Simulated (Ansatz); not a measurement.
Theory: DFT PBE, scalar-relativistic, plane waves, PAW (Ansatz 0.2.0). Settings: cutoff 420 eV, Γ-centred meshes spaced at most about 0.3 Å⁻¹ (2π included), Gaussian smearing. No spin polarisation in the final relaxations.

Temperature and zero-point effects are left out.

Two forms of LiCl were relaxed alike.

A.

```
Li Cl
1.0
     1.97012   -3.44853    0.00000
     1.97012    3.44853    0.00000
     0.00000    0.00000    9.20849
Li Cl
2 2
Direct
  0.40209 0.59791 0.75000
  0.59791 0.40209 0.25000
  0.92944 0.07056 0.25000
  0.07056 0.92944 0.75000
```

B.

```
Li Cl
1.0
     4.18686    0.00000    0.00000
    -2.09343    3.62592    0.00000
     0.00000    0.00000    5.29139
Li Cl
2 2
Direct
  0.66667 0.33333 0.74894
  0.33333 0.66667 0.25106
  0.66667 0.33333 0.25009
  0.33333 0.66667 0.74991
```

Task: Which would you expect to be lower, and how large is the difference?

Result: B is lower, by 80 meV/atom. A has space group Cmcm (No. 63), 31.3 Å³/atom and a gap of 5.34 eV on its mesh; B has space group P-3m1 (No. 164), 20.1 Å³/atom and a gap of 5.57 eV. Counting Cl atoms around Li (those within 1.25 times the shortest such distance or 1.15 times the sum of covalent radii; a plus sign parts nearer from farther groups), A has Li 3 and B has Li 3+2. Both come from invented guesses. The part of the Crystallography Open Database at hand lists LiCl in space group No. 225, which no cell shown has.

Weakly bound directions are ill-defined at this level, which has no dispersion term (Cmcm), and this can change margins and order among such cells. Kohn–Sham gaps at this level usually fall short of measured ones. Cells relaxed within their symmetry can be saddle points. The P-3m1 cell of LiCl came from shaking the Cmcm one.
